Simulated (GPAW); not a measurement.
# Al (Fm-3m) in GPAW: notebook, part 2 of 3

GPAW 26.7.0.

### Step 4. Phonons, LDA

Input file run.py:

```python
import json
import numpy as np
from ase import Atoms
from ase.io import read, write
from phonopy import Phonopy
from phonopy.structure.atoms import PhonopyAtoms
from gpaw import GPAW

atoms = read('Al.xyz')

calc = GPAW(mode='lcao',
            h=0.16,
            basis='dzp',
            xc='LDA',
            kpts={'size': (11, 11, 11), 'gamma': True},
            occupations={'name': 'fermi-dirac', 'width': 0.05},
            convergence={'density': 1e-06},
            random=True,
            maxiter=50,
            txt='gpaw.txt')
atoms.calc = calc
energy = atoms.get_potential_energy()
forces = atoms.get_forces()
calc.write('gs.gpw')
write('result.traj', atoms)
print('Cell:', atoms.cell.cellpar().round(4))
print(atoms.get_scaled_positions().round(5))

def force_constants(scale):
    unit = PhonopyAtoms(symbols=atoms.get_chemical_symbols(), cell=atoms.cell[:] * scale**(1 / 3),
                        scaled_positions=atoms.get_scaled_positions())
    ph = Phonopy(unit, supercell_matrix=np.diag([3, 3, 3]), primitive_matrix=np.eye(3), symprec=1e-4)
    ph.generate_displacements(distance=0.03)
    forces = []
    for i, sc in enumerate(ph.supercells_with_displacements):
        a = Atoms(sc.symbols, cell=sc.cell, scaled_positions=sc.scaled_positions, pbc=True)
        c = GPAW(mode='lcao',
                 h=0.16,
                 basis='dzp',
                 xc='LDA',
                 kpts={'size': (4, 4, 4), 'gamma': True},
                 occupations={'name': 'fermi-dirac', 'width': 0.05},
                 convergence={'density': 1e-06},
                 random=True,
                 maxiter=50,
                 txt=f'disp-{scale:.3f}-{i:02d}.txt')
        a.calc = c
        f = a.get_forces()
        forces.append(f - f.mean(axis=0))
        print(f'displacement {i}: drift', f.mean(axis=0).round(5), flush=True)
    ph.forces = forces
    ph.produce_force_constants()
    ph.symmetrize_force_constants()
    return ph

qpoints = np.indices([3, 3, 3]).reshape(3, -1).T / [3, 3, 3]
results = {}
for scale in [1.0]:
    ph = force_constants(scale)
    ph.run_qpoints(qpoints)
    nu = ph.qpoints.frequencies * 33.35641  # THz to cm^-1
    results[f'{scale:.3f}'] = nu.tolist()
    for qp, f in zip(qpoints, nu):
        print(scale, np.round(qp, 4), f.round(2))

path = atoms.cell.bandpath('GXWKGLUWLK,UX', npoints=60, eps=1e-4)
ph.run_qpoints(path.kpts)
results['path'] = (ph.qpoints.frequencies * 33.35641).tolist()
results['path_q'] = path.kpts.tolist()
x, ticks, names = path.get_linear_kpoint_axis()
results['axis'] = [x.tolist(), list(ticks), names]
ph.run_mesh([15, 15, 15], is_gamma_center=True)
ph.run_thermal_properties(temperatures=[0, 100, 200, 300, 500, 800], cutoff_frequency=0.05)
tp = ph.thermal_properties
results['thermal'] = [list(v) for v in (tp.temperatures, tp.free_energy, tp.entropy, tp.heat_capacity)]
for t, fv, s, cv in zip(*results['thermal']):
    print(f'{t:6.0f} K  F {fv:9.4f} kJ/mol  S {s:9.4f} J/K/mol  Cv {cv:9.4f} J/K/mol')
json.dump(results, open('phonons.json', 'w'))
```

Input file Al.xyz:

```xyz
1
Lattice="0.0000000000 2.0248050000 2.0248050000 2.0248050000 0.0000000000 2.0248050000 2.0248050000 2.0248050000 0.0000000000" Properties=species:S:1:pos:R:3 pbc="T T T"
Al     0.0000000000      0.0000000000      0.0000000000
```

Potentials or basis: the program's PAW data sets (release 1.2.1) made for this functional, lcao:dzp.

The run is started by

```console
$ OMP_NUM_THREADS=1 python run.py
```

gpaw.txt:

```text
__  _  _
 | _ |_)|_||  |
 |__||  | ||/\| - 26.7.0

Input parameters:
  mode=LCAO(),
  basis={'default': 'dzp'},
  convergence={'density': 1e-06},
  h=0.16,
  kpts=MonkhorstPack(size=(11, 11, 11), gamma=True),
  maxiter=50,
  occupations=Occupations(name='fermi-dirac', width=0.05),
  random=True,
  xc=XC(name='LDA')

       Al

Atoms  # Å, Bohr magnetons
|   | symbol |        x |        y |        z |    initial magnetic moments |
|---|--------|----------|----------|----------|-----------------------------|
| 0 |     Al | 0.000000 | 0.000000 | 0.000000 | ( 0.0000,  0.0000,  0.0000) |

Unit cell  # Å
| periodic |        x |        y |        z |  lengths |    angles |
|----------|----------|----------|----------|----------|-----------|
|      yes | 0.000000 | 2.024805 | 2.024805 | 2.863507 | 60.000000 |
|      yes | 2.024805 | 0.000000 | 2.024805 | 2.863507 | 60.000000 |
|      yes | 2.024805 | 2.024805 | 0.000000 | 2.863507 | 60.000000 |

Number of symmetries: 48
Symmetry operations  # r_c * U_cc + t_c -> r_c
|    | kind |            matrix            |
|----|------|------------------------------|
|  0 |  σ   |  1, 0, 0,  1, 0,-1,  1,-1, 0 |
|  1 |  C2  |  1, 0, 0,  1,-1, 0,  1, 0,-1 |
|  2 |  E   |  1, 0, 0,  0, 1, 0,  0, 0, 1 |
|  3 |  σ   |  1, 0, 0,  0, 0, 1,  0, 1, 0 |
|  4 |  C4  |  1, 0,-1,  1, 0, 0,  1,-1, 0 |
|  5 |  S6  |  1, 0,-1,  1,-1, 0,  1, 0, 0 |
|  6 |  σ   |  1, 0,-1,  0, 1,-1,  0, 0,-1 |
|  7 |  C3  |  1, 0,-1,  0, 0,-1,  0, 1,-1 |
|  8 |  S6  |  1,-1, 0,  1, 0, 0,  1, 0,-1 |
|  9 |  C4  |  1,-1, 0,  1, 0,-1,  1, 0, 0 |
| 10 |  C3  |  1,-1, 0,  0,-1, 1,  0,-1, 0 |
| 11 |  σ   |  1,-1, 0,  0,-1, 0,  0,-1, 1 |
| 12 |  σ   |  0, 1, 0,  1, 0, 0,  0, 0, 1 |
| 13 |  C4  |  0, 1, 0,  0, 1,-1, -1, 1, 0 |
| 14 |  C3  |  0, 1, 0,  0, 0, 1,  1, 0, 0 |
| 15 |  S6  |  0, 1, 0, -1, 1, 0,  0, 1,-1 |
| 16 |  C2  |  0, 1,-1,  1, 0,-1,  0, 0,-1 |
[... 17 lines left out ...]
| 34 |  S4  |  0,-1, 0,  0,-1, 1,  1,-1, 0 |
| 35 |  C2  |  0,-1, 0, -1, 0, 0,  0, 0,-1 |
| 36 |  C2  | -1, 1, 0,  0, 1, 0,  0, 1,-1 |
| 37 |  S6  | -1, 1, 0,  0, 1,-1,  0, 1, 0 |
| 38 |  S4  | -1, 1, 0, -1, 0, 1, -1, 0, 0 |
| 39 |  C3  | -1, 1, 0, -1, 0, 0, -1, 0, 1 |
| 40 |  S6  | -1, 0, 1,  0, 0, 1,  0,-1, 1 |
| 41 |  C2  | -1, 0, 1,  0,-1, 1,  0, 0, 1 |
| 42 |  C3  | -1, 0, 1, -1, 1, 0, -1, 0, 0 |
| 43 |  S4  | -1, 0, 1, -1, 0, 0, -1, 1, 0 |
| 44 |  C2  | -1, 0, 0,  0, 0,-1,  0,-1, 0 |
| 45 |  i   | -1, 0, 0,  0,-1, 0,  0, 0,-1 |
| 46 |  σ   | -1, 0, 0, -1, 1, 0, -1, 0, 1 |
| 47 |  C2  | -1, 0, 0, -1, 0, 1, -1, 1, 0 |

BZ-sampling:
  Number of BZ points: 1331
  Number of IBZ points: 56

[... 220 lines left out ...]
    core:    10
    charge:  0.0  # [|e|]
    compensation charges:
      type: gauss
      rc: 0.34  # [Å]
      lmax: 2
    cutoffs:
      filter: 1.91  # [Å]
      core: 2.36  # [Å]
    projectors
    | kind |    occ | energy [eV] | rcut [Å] |
    |------|--------|-------------|----------|
    |   3s |  2.000 |      -7.830 |    1.085 |
    |   3p |  1.000 |      -2.783 |    1.085 |
    |    s |        |      19.382 |    1.085 |
    |    p |        |      24.428 |    1.085 |
    |    d |        |       0.000 |    1.085 |

    LCAO basis set for Al:
      Name: dzp
      File: <dir>
      Number of radial functions: 5
      Number of spherical harmonics: 13
        l=0, rc=7.8750 Bohr: 3s-sz confined orbital
        l=1, rc=10.4219 Bohr: 3p-sz confined orbital
        l=0, rc=4.6094 Bohr: 3s-dz split-valence wave
        l=1, rc=6.2812 Bohr: 3p-dz split-valence wave
        l=2, rc=10.4219 Bohr: d-type Gaussian polarization
      Number of RI-basis functions 0

Reference energy: -6578.421307  # eV

eigensolver:
  <gpaw.new.lcao.eigensolver.LCAOEigensolver object>
density mixing:
  MSR1-Mixer
  Pratt-step length: 0.05
  Maximum mixing coefficient: 0.75
  Old densities: 10
  SVD Regularization: 0.005
  Good broyden scale: 1.0
  Trust region scale: 1.0
  Backstep threshold: 4.0
  History deletion threshold: 6.0
  Fourier metric: weight=20.0, sigma=0.015

occupation numbers:
  Fermi-Dirac:
    width: 0.0500  # eV

FastPoissonSolver using
    Stencil: 12*3+1=37 point O(h^6) finite-difference Laplacian
    FFT axes: [np.int64(0), np.int64(1), np.int64(2)]
    FST axes: []

xc functional:
  name: None
interpolation: tri-quintic # 5. degree polynomial

convergence criteria:
- Maximum integral of absolute [dens]ity change: 1e-06 electrons / valence electron
- Maximum [total energy] change in last 3 cyles: 0.0005 eV / valence electron
- Maximum integral of absolute [eigenst]ate change: 4e-08 eV^2 / valence electron
maximum number of iterations: 50

SCF iterations
|iter     | |      energy | eigst |  dens |
|---------|-|-------------|-------|-------|
|iter:   1| |   -4.086377 |      c|       |
|iter:   2| |   -4.085827 |      c| -0.99 |
|iter:   3| |   -4.081789 |      c| -1.01 |
|iter:   4| |   -4.081573 |      c| -1.55 |
|iter:   5| |   -4.081573c|      c| -3.18 |
|iter:   6| |   -4.081572c|      c| -3.65 |
|iter:   7| |   -4.081572c|      c| -5.39 |
|iter:   8| |   -4.081572c|      c| -5.85 |
|iter:   9| |   -4.081572c|      c| -8.40c|

Converged in 9 steps
Energy contributions relative to reference atoms: (reference = -6578.421307)

Energy contributions:
  Kinetic:           2.946573
  Coulomb:          -1.078996
  Zero:             -0.015574
  External:          0.000000
  Xc:               -5.931569
  Entropy:          -0.004013
  Spinorbit:         0.000000
  ----------------------------
  Free energy:      -4.083579
  Extrapolated:     -4.081572

dipole moment: (-6.990981, -6.990981, -6.990981)  # |e|*Ang

Fermi level: 6.981
Eigenvalues  # (at kpt = [0.000, 0.000, 0.000])
| band index |      eig [eV] | occ [0-2] |
|------------|---------------|-----------|
|          0 |        -4.163 |     2.000 |
|          1 |        20.065 |     0.000 |
|          2 |        20.065 |     0.000 |
|          3 |        20.065 |     0.000 |

No gap
No difference between direct/indirect transitions

Forces  # eV/Ang
|        x |        y |        z |
|----------|----------|----------|
| -0.00000 | -0.00000 | -0.00000 |  # Al   0

# Writing to gs.gpw (mode='')
```

stdout:

```text
Cell: [ 2.8635  2.8635  2.8635 60.     60.     60.    ]
[[0. 0. 0.]]
displacement 0: drift [ 0. -0. -0.]
1.0 [0. 0. 0.] [-0.  0.  0.]
1.0 [0.     0.     0.3333] [120.06 120.06 260.22]
1.0 [0.     0.     0.6667] [120.06 120.06 260.22]
1.0 [0.     0.3333 0.    ] [120.06 120.06 260.22]
1.0 [0.     0.3333 0.3333] [133.34 133.34 248.67]
[... 19 lines left out ...]
1.0 [0.6667 0.6667 0.    ] [133.34 133.34 248.67]
1.0 [0.6667 0.6667 0.3333] [163.19 262.26 266.76]
1.0 [0.6667 0.6667 0.6667] [120.06 120.06 260.22]
     0 K  F    3.4519 kJ/mol  S    0.0000 J/K/mol  Cv    0.0000 J/K/mol
   100 K  F    3.1693 kJ/mol  S    8.4026 J/K/mol  Cv   13.8640 J/K/mol
   200 K  F    1.6797 kJ/mol  S   20.7908 J/K/mol  Cv   21.0583 J/K/mol
   300 K  F   -0.8725 kJ/mol  S   29.7833 J/K/mol  Cv   23.0780 J/K/mol
   500 K  F   -8.1355 kJ/mol  S   41.9146 J/K/mol  Cv   24.2395 J/K/mol
   800 K  F  -22.5657 kJ/mol  S   53.4209 J/K/mol  Cv   24.6601 J/K/mol
```

Run time: 69 min. Hardware: 1 thread of Arm Neoverse V1, shared host; peak memory 1.4 GiB.

What came out:

```
Free energy              : -4.0836 eV
Band gap on the k mesh   : none (metal or under the smearing width)
Highest phonon frequency : 267 cm⁻¹
```

Levels at points of the mesh, in eV from the Fermi level:
```csv
k point,band 1,band 2,band 3,band 4
"(0.00, 0.00, 0.00)",-11.14,13.08,13.08,13.08
```

Phonon frequencies in cm⁻¹ (negative: imaginary):
| q point | frequencies |
| --- | --- |
| (0.000, 0.000, 0.000) | 0 0 0 |
| (0.000, 0.333, 0.000) | 120 120 260 |
| (0.000, 0.667, 0.000) | 120 120 260 |
| (0.333, 0.000, 0.000) | 120 120 260 |
| (0.333, 0.333, 0.000) | 133 133 249 |
| (0.333, 0.667, 0.000) | 163 262 267 |
| (0.667, 0.000, 0.000) | 120 120 260 |
| (0.667, 0.333, 0.000) | 163 262 267 |
| (0.667, 0.667, 0.000) | 133 133 249 |

Caveat: phonon bands are interpolated from a small supercell; the basis of atomic orbitals isn't converged, which shifts pressures, moduli and gaps.

### Step 5. Phonons, LDA

Changes to run.py since step 4:

```diff
@@ -6,9 +6,9 @@
 from phonopy.structure.atoms import PhonopyAtoms
-from gpaw import GPAW
+from gpaw import GPAW, PW, setup_paths
 
-atoms = read('Al.xyz')
+setup_paths.insert(0, '.')
 
-calc = GPAW(mode='lcao',
-            h=0.16,
-            basis='dzp',
+atoms = read('POSCAR')
+
+calc = GPAW(mode=PW(510),
             xc='LDA',
@@ -16,5 +16,5 @@
             occupations={'name': 'fermi-dirac', 'width': 0.05},
-            convergence={'density': 1e-06},
-            random=True,
-            maxiter=50,
+            nbands=7,
+            convergence={'density': 1e-06, 'eigenstates': 1e-09},
+            maxiter=150,
             txt='gpaw.txt')
@@ -23,2 +23,3 @@
 forces = atoms.get_forces()
+stress = atoms.get_stress()
 calc.write('gs.gpw')
@@ -32,3 +33,3 @@
                         scaled_positions=atoms.get_scaled_positions())
-    ph = Phonopy(unit, supercell_matrix=np.diag([3, 3, 3]), primitive_matrix=np.eye(3), symprec=1e-4)
+    ph = Phonopy(unit, supercell_matrix=np.diag([2, 2, 2]), primitive_matrix=np.eye(3), symprec=1e-4)
     ph.generate_displacements(distance=0.03)
@@ -37,11 +38,9 @@
         a = Atoms(sc.symbols, cell=sc.cell, scaled_positions=sc.scaled_positions, pbc=True)
-        c = GPAW(mode='lcao',
-                 h=0.16,
-                 basis='dzp',
+        c = GPAW(mode=PW(510),
                  xc='LDA',
-                 kpts={'size': (4, 4, 4), 'gamma': True},
+                 kpts={'size': (6, 6, 6), 'gamma': True},
                  occupations={'name': 'fermi-dirac', 'width': 0.05},
-                 convergence={'density': 1e-06},
-                 random=True,
-                 maxiter=50,
+                 nbands=26,
+                 convergence={'density': 1e-06, 'eigenstates': 1e-09},
+                 maxiter=150,
                  txt=f'disp-{scale:.3f}-{i:02d}.txt')
@@ -57,3 +56,3 @@
 
-qpoints = np.indices([3, 3, 3]).reshape(3, -1).T / [3, 3, 3]
+qpoints = [[0.0, 0.0, 0.0], [0.0, 0.0, 0.5], [0.0, 0.5, 0.0], [0.0, 0.5, 0.5], [0.5, 0.0, 0.0], [0.5, 0.0, 0.5], [0.5, 0.5, 0.0], [0.5, 0.5, 0.5]]
 results = {}
```

Input file POSCAR:

```
Al
1.0
    0.0000000000      2.0248050000      2.0248050000
    2.0248050000      0.0000000000      2.0248050000
    2.0248050000      2.0248050000      0.0000000000
Al
1
Direct
    0.0000000000      0.0000000000      0.0000000000
```

Potentials or basis: PAW data sets generated in the run's folder for this functional, pw.

The run is started by

```console
$ gpaw-setup -f LDA Al
$ OMP_NUM_THREADS=1 python run.py
```

gpaw.txt:

```text
__  _  _
 | _ |_)|_||  |
 |__||  | ||/\| - 26.7.0

Input parameters:
  mode=PW(ecut=510.0),
  convergence={'density': 1e-06, 'eigenstates': 1e-09},
  kpts=MonkhorstPack(size=(11, 11, 11), gamma=True),
  maxiter=150,
  nbands=7,
  occupations=Occupations(name='fermi-dirac', width=0.05),
  xc=XC(name='LDA')

Diagonalizing LCAO Hamiltonian
Converting LCAO to pw mode

       Al

Atoms  # Å, Bohr magnetons
|   | symbol |        x |        y |        z |    initial magnetic moments |
|---|--------|----------|----------|----------|-----------------------------|
| 0 |     Al | 0.000000 | 0.000000 | 0.000000 | ( 0.0000,  0.0000,  0.0000) |

Unit cell  # Å
| periodic |        x |        y |        z |  lengths |    angles |
|----------|----------|----------|----------|----------|-----------|
|      yes | 0.000000 | 2.024805 | 2.024805 | 2.863507 | 60.000000 |
|      yes | 2.024805 | 0.000000 | 2.024805 | 2.863507 | 60.000000 |
|      yes | 2.024805 | 2.024805 | 0.000000 | 2.863507 | 60.000000 |

Number of symmetries: 48
Symmetry operations  # r_c * U_cc + t_c -> r_c
|    | kind |            matrix            |
|----|------|------------------------------|
|  0 |  σ   |  1, 0, 0,  1, 0,-1,  1,-1, 0 |
|  1 |  C2  |  1, 0, 0,  1,-1, 0,  1, 0,-1 |
|  2 |  E   |  1, 0, 0,  0, 1, 0,  0, 0, 1 |
|  3 |  σ   |  1, 0, 0,  0, 0, 1,  0, 1, 0 |
|  4 |  C4  |  1, 0,-1,  1, 0, 0,  1,-1, 0 |
|  5 |  S6  |  1, 0,-1,  1,-1, 0,  1, 0, 0 |
|  6 |  σ   |  1, 0,-1,  0, 1,-1,  0, 0,-1 |
|  7 |  C3  |  1, 0,-1,  0, 0,-1,  0, 1,-1 |
|  8 |  S6  |  1,-1, 0,  1, 0, 0,  1, 0,-1 |
|  9 |  C4  |  1,-1, 0,  1, 0,-1,  1, 0, 0 |
| 10 |  C3  |  1,-1, 0,  0,-1, 1,  0,-1, 0 |
| 11 |  σ   |  1,-1, 0,  0,-1, 0,  0,-1, 1 |
| 12 |  σ   |  0, 1, 0,  1, 0, 0,  0, 0, 1 |
| 13 |  C4  |  0, 1, 0,  0, 1,-1, -1, 1, 0 |
| 14 |  C3  |  0, 1, 0,  0, 0, 1,  1, 0, 0 |
| 15 |  S6  |  0, 1, 0, -1, 1, 0,  0, 1,-1 |
| 16 |  C2  |  0, 1,-1,  1, 0,-1,  0, 0,-1 |
| 17 |  σ   |  0, 1,-1,  0, 1, 0, -1, 1, 0 |
| 18 |  S4  |  0, 1,-1,  0, 0,-1,  1, 0,-1 |
| 19 |  C4  |  0, 1,-1, -1, 1, 0,  0, 1, 0 |
| 20 |  C3  |  0, 0, 1,  1, 0, 0,  0, 1, 0 |
| 21 |  σ   |  0, 0, 1,  0, 1, 0,  1, 0, 0 |
| 22 |  S6  |  0, 0, 1,  0,-1, 1, -1, 0, 1 |
| 23 |  C4  |  0, 0, 1, -1, 0, 1,  0,-1, 1 |
| 24 |  S4  |  0, 0,-1,  1, 0,-1,  0, 1,-1 |
| 25 |  C3  |  0, 0,-1,  0, 1,-1,  1, 0,-1 |
| 26 |  C2  |  0, 0,-1,  0,-1, 0, -1, 0, 0 |
| 27 |  S6  |  0, 0,-1, -1, 0, 0,  0,-1, 0 |
| 28 |  S4  |  0,-1, 1,  1,-1, 0,  0,-1, 0 |
| 29 |  C4  |  0,-1, 1,  0, 0, 1, -1, 0, 1 |
| 30 |  C2  |  0,-1, 1,  0,-1, 0,  1,-1, 0 |
| 31 |  σ   |  0,-1, 1, -1, 0, 1,  0, 0, 1 |
| 32 |  C3  |  0,-1, 0,  1,-1, 0,  0,-1, 1 |
| 33 |  S6  |  0,-1, 0,  0, 0,-1, -1, 0, 0 |
| 34 |  S4  |  0,-1, 0,  0,-1, 1,  1,-1, 0 |
| 35 |  C2  |  0,-1, 0, -1, 0, 0,  0, 0,-1 |
[... 71 lines left out ...]
      filter: 1.91  # [Å]
      core: 2.36  # [Å]
    projectors
    | kind |    occ | energy [eV] | rcut [Å] |
    |------|--------|-------------|----------|
    |   3s |  2.000 |      -7.829 |    1.085 |
    |   3p |  1.000 |      -2.783 |    1.085 |
    |    s |        |      19.382 |    1.085 |
    |    p |        |      24.428 |    1.085 |
    |    d |        |       0.000 |    1.085 |

    Using partial waves for Al as LCAO basis

Reference energy: -6578.421314  # eV

eigensolver:
  PPCG
  Converge bands: occupied
  niter=2

density mixing:
  MSR1-Mixer
  Pratt-step length: 0.05
  Maximum mixing coefficient: 0.75
  Old densities: 10
  SVD Regularization: 0.005
  Good broyden scale: 1.0
  Trust region scale: 1.0
  Backstep threshold: 4.0
  History deletion threshold: 6.0
  Fourier metric: weight=20.0, sigma=0.015

occupation numbers:
  Fermi-Dirac:
    width: 0.0500  # eV

poisson solver:
  ecut: 4080.0  # eV

xc functional:
  name: None

convergence criteria:
- Maximum integral of absolute [dens]ity change: 1e-06 electrons / valence electron
- Maximum integral of absolute [eigenst]ate change: 1e-09 eV^2 / valence electron
- Maximum [total energy] change in last 3 cyles: 0.0005 eV / valence electron
maximum number of iterations: 150

SCF iterations
|iter     | |      energy | eigst |  dens |
|---------|-|-------------|-------|-------|
|iter:   1| |   -4.183782 | -0.23 |       |
|iter:   2| |   -4.183395 | -3.46 | -0.99 |
|iter:   3| |   -4.178475 | -3.53 | -1.01 |
|iter:   4| |   -4.178287 | -4.26 | -1.57 |
|iter:   5| |   -4.178287c| -6.21 | -3.00 |
|iter:   6| |   -4.178287c| -6.82 | -3.44 |
|iter:   7| |   -4.178287c|-10.20c| -4.64 |
|iter:   8| |   -4.178287c| -9.79c| -5.14 |
|iter:   9| |   -4.178287c|-10.85c| -6.83c|

Converged in 9 steps
Energy contributions relative to reference atoms: (reference = -6578.421314)

Energy contributions:
  Kinetic:           3.903434
  Coulomb:          -2.042865
  Zero:             -0.004905
  External:          0.000000
  Xc:               -6.031937
  Entropy:          -0.004029
  Spinorbit:         0.000000
  ----------------------------
  Free energy:      -4.180302
  Extrapolated:     -4.178287

dipole moment: (-6.991863, -6.991863, -6.991863)  # |e|*Ang

Fermi level: 6.915
Eigenvalues  # (at kpt = [0.000, 0.000, 0.000])
| band index |      eig [eV] | occ [0-2] |
|------------|---------------|-----------|
|          0 |        -4.165 |     2.000 |
|          1 |        19.454 |     0.000 |
|          2 |        19.454 |     0.000 |
|          3 |        19.454 |     0.000 |
|          4 |        20.724 |     0.000 |
|          5 |        20.724 |     0.000 |
|          6 |        20.724 |     0.000 |

No gap
No difference between direct/indirect transitions

Forces  # eV/Ang
|       x |       y |       z |
|---------|---------|---------|
| 0.00000 | 0.00000 | 0.00000 |  # Al   0

Stress tensor  # eV/Ang^3
|         x |         y |        z |
|-----------|-----------|----------|
|  0.021978 | -0.000000 | 0.000000 |
| -0.000000 |  0.021978 | 0.000000 |
|  0.000000 |  0.000000 | 0.021978 |

# Writing to gs.gpw (mode='')
```

disp-1.000-00.txt:

```text
__  _  _
 | _ |_)|_||  |
 |__||  | ||/\| - 26.7.0

Input parameters:
  mode=PW(ecut=510.0),
  convergence={'density': 1e-06, 'eigenstates': 1e-09},
  kpts=MonkhorstPack(size=(6, 6, 6), gamma=True),
  maxiter=150,
  nbands=26,
  occupations=Occupations(name='fermi-dirac', width=0.05),
[... 202 lines left out ...]
|        ... |               |           |
|         25 |        15.793 |     0.000 |

No gap
No difference between direct/indirect transitions

Forces  # eV/Ang
|        x |        y |        z |
|----------|----------|----------|
|  0.00000 | -0.08070 | -0.08070 |  # Al   0
|  0.00000 |  0.04623 |  0.04623 |  # Al   1
|  0.01820 | -0.01136 |  0.02790 |  # Al   2
| -0.01820 |  0.02790 | -0.01136 |  # Al   3
|  0.01820 |  0.02790 | -0.01136 |  # Al   4
| -0.01820 | -0.01136 |  0.02790 |  # Al   5
|  0.00000 |  0.00969 |  0.00969 |  # Al   6
|  0.00000 | -0.00830 | -0.00830 |  # Al   7
```

Run time: 73 s. Hardware: 1 thread of Arm Neoverse V2, shared host; peak memory 0.3 GiB.

What came out:

```
Free energy              : -4.1803 eV
Pressure                 : -3.5 GPa
Band gap on the k mesh   : none (metal or under the smearing width)
Highest phonon frequency : 326 cm⁻¹
```

Phonon frequencies in cm⁻¹ (negative: imaginary):
```csv
q point,frequencies
"(0.000, 0.000, 0.000)",0 0 0
"(0.000, 0.000, 0.500)",131 131 263
"(0.000, 0.500, 0.000)",131 131 263
"(0.000, 0.500, 0.500)",177 177 326
"(0.500, 0.000, 0.000)",131 131 263
"(0.500, 0.000, 0.500)",177 177 326
"(0.500, 0.500, 0.000)",177 177 326
"(0.500, 0.500, 0.500)",131 131 263
```

Caveat: the cell is more than 3 GPa from zero pressure, which shifts response properties; the cutoff is short for stress and forces, so pressures can be off by a GPa or more; phonon bands are interpolated from a small supercell.

[end of part 2 of 3]
